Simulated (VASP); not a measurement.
# AlN (P6_3mc) in VASP: further runs, part 2 of 2

VASP 6.6.1. Earlier steps stand in the parts before.

## Step 5: Relaxation of cell and atoms, r2SCAN

This run uses another cell than the first one, of 10.39 Å³/atom, 0.994 times its volume.

The input, INCAR:

```
ALGO = Normal ; EDIFF = 1E-7
EDIFFG = -0.005 ; ENCUT = 600
IBRION = 2 ; ISIF = 3
ISMEAR = 0 ; LASPH = True
LCHARG = False ; LMIXTAU = True
LREAL = False ; LWAVE = False
METAGGA = R2SCAN ; NELM = 80
NSW = 90 ; PREC = Accurate
SIGMA = 0.03
```

The input, KPOINTS:

```
k-points
0
Gamma
  12 12 6
```

The input, POSCAR:

```
AlN                                     
1.0
    3.1044035650      0.0000000000     -0.0000000000
   -1.5522017825      2.6884923509      0.0000000000
    0.0000000000     -0.0000000000      4.9777328379
  Al              N             
     2     2
Direct
     0.3333333332999970    0.6666666667000030    0.9992570489196196
     0.6666666667000030    0.3333333332999970    0.4992570489196196
     0.3333333332999970    0.6666666667000030    0.3807429510803829
     0.6666666667000030    0.3333333332999970    0.8807429510803829
```

Started as:

```sh
$ cat potpaw_PBE.64/Al/POTCAR potpaw_PBE.64/N/POTCAR > POTCAR
$ mpirun -np 1 vasp_std > vasp.out
```

It took 3.5 min on 1 thread of Intel Xeon 6975P-C (Granite Rapids), shared host; peak memory 0.2 GiB.

The run converged. Its results:

```yaml
Free_energy: -38.4558 eV
Relaxed_volume: 10.39 Å³/atom
Relaxed_cell: a = 3.105 Å, b = 3.105 Å, c = 4.977 Å, α = 90.00°, β = 90.00°, γ = 120.00°
Space_group_after_relaxing_to_0.05_Å: P6_3mc (No. 186)
Energy_gained_by_relaxing: 0.0 meV/atom
Ionic_steps: 2
Pressure_after_relaxing: 0.0 GPa
Largest_force_after_relaxing: 0.005 eV/Å
Band_gap_on_the_k_mesh: 4.93 eV, direct
```

Forces on the atoms (eV/Å):
```
Al   0.000  0.000 -0.005
Al   0.000  0.000 -0.005
N    0.000  0.000  0.005
N    0.000  0.000  0.005
```

Final structure:
```
Al N
1.0
     3.10531    0.00000    0.00000
    -1.55265    2.68928    0.00000
     0.00000    0.00000    4.97661
Al N
2 2
Direct
  0.33333 0.66667 0.99922
  0.66667 0.33333 0.49922
  0.33333 0.66667 0.38078
  0.66667 0.33333 0.88078
```

Levels at points of the mesh, in eV from the valence-band top:
| k point | band 6 | band 7 | band 8 | band 9 | band 10 | band 11 |
| --- | --- | --- | --- | --- | --- | --- |
| (0.00, 0.00, 0.00) | -0.22 | -0.22 | 0.00 | 4.93 | 7.55 | 11.63 |
| (0.50, 0.00, 0.00) | -2.14 | -1.77 | -0.71 | 6.45 | 6.57 | 9.07 |
| (0.00, 0.00, 0.50) | -0.56 | -0.56 | -0.56 | 7.27 | 7.27 | 11.33 |
| (0.50, 0.00, 0.50) | -1.50 | -1.39 | -1.39 | 6.00 | 6.00 | 10.16 |

Caveat: the PAW data sets were made with another functional, which shifts forces and pressure a little. A k mesh can miss the band edges.

## Step 6: Relaxation of cell and atoms, PBEsol

The input, INCAR:

```
PREC     = Accurate       # precision mode
ENCUT    = 600            # plane-wave cutoff, eV
EDIFF    = 1E-6           # SCF threshold, eV
ISMEAR   = 0              # smearing method
SIGMA    = 0.03           # smearing width, eV
LREAL    = False          # projectors in reciprocal space
LASPH    = True           # aspherical terms in the spheres
NELM     = 80             # most SCF steps
ALGO     = Normal         # electronic algorithm
ISIF     = 3              # what is computed and relaxed
LWAVE    = False          # write WAVECAR
LCHARG   = False          # write CHGCAR
GGA      = PS             # functional
IBRION   = 2              # ionic algorithm
NSW      = 90             # ionic steps
EDIFFG   = -0.01          # ionic threshold
```

The input, KPOINTS:

```
Automatic mesh
0
Gamma
  12 12 6
```

The input, POSCAR:

```
AlN
1.0
    3.1130000000      0.0000000000      0.0000000000
   -1.5565000000      2.6959370820      0.0000000000
    0.0000000000      0.0000000000      4.9810000000
Al N
2 2
Direct
    0.3333333333      0.6666666667      0.0000000000
    0.6666666667      0.3333333333      0.5000000000
    0.3333333333      0.6666666667      0.3800000000
    0.6666666667      0.3333333333      0.8800000000
```

Potentials or basis: VASP PAW PBE potentials, release 64 (Al, N).

Started as:

```sh
$ cat potpaw_PBE.64/Al/POTCAR potpaw_PBE.64/N/POTCAR > POTCAR
$ mpirun -np 1 vasp_std > vasp.out
```

OUTCAR:

```text
PREC = Accurate
   ENCUT = 600
   EDIFF = 1E-6
   ISMEAR = 0
   LREAL = False
   LASPH = True
   NELM = 80
   ISIF = 3
   GGA = PS
   IBRION = 2
   NSW = 90
   EDIFFG = -0.01

 ion  position               nearest neighbor table
   1  0.333  0.667  0.000-   3 1.89   4 1.89   4 1.89   4 1.89   2 3.07   2 3.07   2 3.07   2 3.07
                             2 3.07   2 3.07
   2  0.667  0.333  0.500-   4 1.89   3 1.89   3 1.89   3 1.89   1 3.07   1 3.07   1 3.07   1 3.07
                             1 3.07   1 3.07
   3  0.333  0.667  0.380-   1 1.89   2 1.89   2 1.89   2 1.89
   4  0.667  0.333  0.880-   2 1.89   1 1.89   1 1.89   1 1.89

  LATTYP: Found a hexagonal cell.
 ALAT       =     3.1130000000
 C/A-ratio  =     1.6000642467

  Lattice vectors:

 A1 = (   3.1130000000,   0.0000000000,   0.0000000000)
 A2 = (  -1.5565000000,   2.6959370820,   0.0000000000)
 A3 = (   0.0000000000,   0.0000000000,   4.9810000000)

Analysis of symmetry for initial positions (statically):
=====================================================================
 Subroutine PRICEL returns:
 Original cell was already a primitive cell.

 Routine SETGRP: Setting up the symmetry group for a
 hexagonal supercell.

 Subroutine GETGRP returns: Found 12 space group operations
 (whereof  6 operations were pure point group operations)
 out of a pool of 24 trial point group operations.

The static configuration has the point symmetry C_3v.
 The point group associated with its full space group is C_6v.

Analysis of symmetry for dynamics (positions and initial velocities):
=====================================================================
 Subroutine PRICEL returns:
 Original cell was already a primitive cell.

 Routine SETGRP: Setting up the symmetry group for a
 hexagonal supercell.

 Subroutine GETGRP returns: Found 12 space group operations
 (whereof  6 operations were pure point group operations)
 out of a pool of 24 trial point group operations.
[... 143 lines left out ...]
 NGX is ok and might be reduce to    28
   NGX = 13   NGY = 13   NGZ = 19

--------------------------------------- Ionic step        1  -------------------------------------------

 number of electron      16.0000000 magnetization

 Free energy of the ion-electron system (eV)
  ---------------------------------------------------
  ext. energy  EPLUGINS =         0.00000000
  ---------------------------------------------------
  free energy    TOTEN  =       -31.31436159 eV

  energy without entropy =      -31.31436159  energy(sigma->0) =      -31.31436159

------------------------ aborting loop because EDIFF is reached ----------------------------------------

  FORCE on cell =-STRESS in cart. coord.  units (eV):
  Direction    XX          YY          ZZ          XY          YZ          ZX
  --------------------------------------------------------------------------------------
  -------------------------------------------------------------------------------------
  Total       -0.1199916     -0.1199916      0.2711606      0.0000000     -0.0000000      0.0000000
  in kB       -4.5989220     -4.5989220     10.3927817      0.0000000     -0.0000000      0.0000000
  external PRESSURE =       0.3983125 kB  Pullay stress =       0.0000000 kB
[... 177 lines left out ...]
--------------------------------------- Ionic step        6  -------------------------------------------

 number of electron      15.9999999 magnetization

 Free energy of the ion-electron system (eV)
  ---------------------------------------------------
  ext. energy  EPLUGINS =         0.00000000
  ---------------------------------------------------
  free energy    TOTEN  =       -31.31569257 eV

  energy without entropy =      -31.31569257  energy(sigma->0) =      -31.31569257

 E-fermi :   6.2113     XC(G=0): -11.1048

 val. band max:        6.0635553065   @ k =   0.0000   0.0000   0.0000
 cond. band min:      10.1847279192   @ k =   0.0000   0.0000   0.0000
 fundamental gap:      4.1211726126
 Fermi energy:         6.2112579472

 k-point     1 :       0.0000    0.0000    0.0000
  band No.  band energies     occupation
      1      -9.1072      2.00000
      2      -6.9228      2.00000
      3       0.0069      2.00000
      4       5.1827      2.00000
      5       5.1827      2.00000
      6       5.8377      2.00000
      7       5.8377      2.00000
      8       6.0636      2.00000
      9      10.1847      0.00000
     10      12.6178      0.00000
     11      16.5653      0.00000
     12      17.0875      0.00000
[... 331 lines left out ...]
 k-point    24 :       0.3333    0.0000    0.1667
  band No.  band energies     occupation
      1      -7.7663      2.00000
      2      -6.5102      2.00000
      3       1.1007      2.00000
      4       2.0795      2.00000
      5       2.6908      2.00000
      6       4.2656      2.00000
      7       5.2605      2.00000
      8       5.3931      2.00000
      9      11.7915      0.00000
     10      12.5873      0.00000
     11      14.4547      0.00000
     12      16.1278      0.00000

 [... further k-points ...]
[... 5 lines left out ...]
  --------------------------------------------------------------------------------------
  -------------------------------------------------------------------------------------
  Total        0.0201304      0.0201304      0.0265649      0.0000000     -0.0000000      0.0000000
  in kB        0.7717020      0.7717020      1.0183695      0.0000000     -0.0000000      0.0000000
  external PRESSURE =       0.8539245 kB  Pullay stress =       0.0000000 kB
[... 19 lines left out ...]
  FREE ENERGIE OF THE ION-ELECTRON SYSTEM (eV)
  ---------------------------------------------------
  free  energy   TOTEN  =       -31.3156925723 eV

  energy  without entropy=      -31.3156925723  energy(sigma->0) =      -31.31569257

 reached required accuracy - stopping structural energy minimisation
```

CONTCAR:

```text
AlN
   1.00000000000000
     3.1127044167836244    0.0000000000000000    0.0000000000000000
    -1.5563522083918122    2.6956810994256806   -0.0000000000000000
    -0.0000000000000000    0.0000000000000000    4.9808959604405425
  Al              N
     2     2
Direct
     0.3333333332999970    0.6666666667000030    0.9989884320244055
     0.6666666667000030    0.3333333332999970    0.4989884320244056
     0.3333333332999970    0.6666666667000030    0.3810115679755970
     0.6666666667000030    0.3333333332999970    0.8810115679755971

  0.00000000E+00  0.00000000E+00  0.00000000E+00
  0.00000000E+00  0.00000000E+00  0.00000000E+00
  0.00000000E+00  0.00000000E+00  0.00000000E+00
  0.00000000E+00  0.00000000E+00  0.00000000E+00
```

Wall time 58 s (1 thread of Intel Xeon Platinum 8559C (Emerald Rapids), shared host); peak memory 0.19 GiB.

Results:

```yaml
Free_energy: -31.3157 eV
Relaxed_volume: 10.45 Å³/atom
Relaxed_cell: a = 3.113 Å, b = 3.113 Å, c = 4.981 Å, α = 90.00°, β = 90.00°, γ = 120.00°
Space_group_after_relaxing_to_0.05_Å: P6_3mc (No. 186)
Energy_gained_by_relaxing: 0.3 meV/atom
Ionic_steps: 6
Pressure_after_relaxing: 0.1 GPa
Band_gap_on_the_k_mesh: 4.12 eV, direct
```

The path:
| step | energy change (eV) | largest force (eV/Å) | pressure (GPa) | volume (Å³) |
| --- | --- | --- | --- | --- |
| 1 | 0.0000 | 0.1321 | 0.04 | 41.80 |
| 2 | -0.0003 | 0.0871 | 0.02 | 41.82 |
| 3 | -0.0012 | 0.0143 | 0.05 | 41.81 |
| 4 | -0.0013 | 0.0063 | -0.06 | 41.83 |
| 5 | -0.0013 | 0.0013 | -0.12 | 41.84 |
| 6 | -0.0013 | 0.0005 | 0.09 | 41.79 |

Final structure:
```xyz
4
Lattice="3.1127 0.0000 0.0000 -1.5564 2.6957 0.0000 0.0000 0.0000 4.9809" Properties=species:S:1:pos:R:3 pbc="T T T"
Al    0.0000    1.7971    4.9759
Al    1.5564    0.8986    2.4854
N     0.0000    1.7971    1.8978
N     1.5564    0.8986    4.3882
```

Caveat: the PAW data sets were made with another functional, which shifts forces and pressure a little. A k mesh can miss the band edges.

## Step 7: Summary

| level | potentials or basis | gap on the mesh (eV) | pressure (GPa) | relaxed volume (Å³/atom) |
| --- | --- | --- | --- | --- |
| LDA | VASP PAW LDA potentials, release 64 (Al, N) | 4.40 | 0.0 | 10.24 |
| r2SCAN | VASP PAW PBE potentials, release 64 (Al, N) | 4.93 | 0.0 | 10.39 |
| PBEsol | VASP PAW PBE potentials, release 64 (Al, N) | 4.12 | 0.1 | 10.45 |

Alike in all rows: task relaxation of cell and atoms; no spin polarisation; cell relaxed; k mesh 12 × 12 × 6; cutoff (eV) 600; smearing gaussian 0.03 eV.

Caveats: the PAW data sets were made with another functional, which shifts forces and pressure a little (some runs).

Total energies depend on the potentials used, so only differences within one code and one set of settings carry meaning.
